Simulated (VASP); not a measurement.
Write the native input for VASP 6.6.1 that does the following.

| Item | Value |
| --- | --- |
| Task | single point |
| Functional | PBE |
| Potentials or basis | VASP PAW PBE potentials, release 64 (Ir) |
| Cutoff | 520 eV |
| k mesh | 6 × 6 × 4 |
| Occupations | gaussian, width 0.1 eV |
| Spin | no spin polarisation |
| Dipole correction | no |
| Further INCAR settings | ALGO = Fast; EDIFF = 1e-07; NBANDS = 16 |

The structure of Ir lies in POSCAR:

```
Ir
1.0
    2.7513778946      0.0000000000      0.0000000000
   -1.3756889473      2.3827631521      0.0000000000
    0.0000000000      0.0000000000      4.4622900000
Ir
2
Direct
    0.6666666700      0.3333333300      0.7500000000
    0.3333333300      0.6666666700      0.2500000000
```

This isn't the form of Ir at room conditions, which is fcc.

One way to write it, as run:

INCAR

```
SYSTEM = Ir
ALGO = Fast
EDIFF = 1E-7
ENCUT = 520
GGA = PE
ISIF = 2
ISMEAR = 0
LASPH = .True.
LCHARG = .False.
LREAL = .False.
LWAVE = .False.
NBANDS = 16
NELM = 100
PREC = Accurate
SIGMA = 0.1
```

KPOINTS

```
k-points
0
Gamma
  6 6 4
  0 0 0
```

Potentials or basis: VASP PAW PBE potentials, release 64 (Ir).

Command:

```sh
$ cat potpaw_PBE.64/Ir/POTCAR > POTCAR
$ mpirun -np 1 vasp_std > vasp.out
```

Results of the run:

```json
{
 "Pressure": "-1.1 GPa",
 "Band gap on the k mesh": "none (metal or under the smearing width)"
}
```

Caveat: the k mesh is coarse (spacing up to 0.44 Å⁻¹), so the values aren't converged.

It took 16 s on 1 thread of Intel(R) Xeon(R) Platinum 8259CL CPU @ 2.50GHz (Skylake/Cascade Lake) (shared host), peak memory 0.14 GiB.
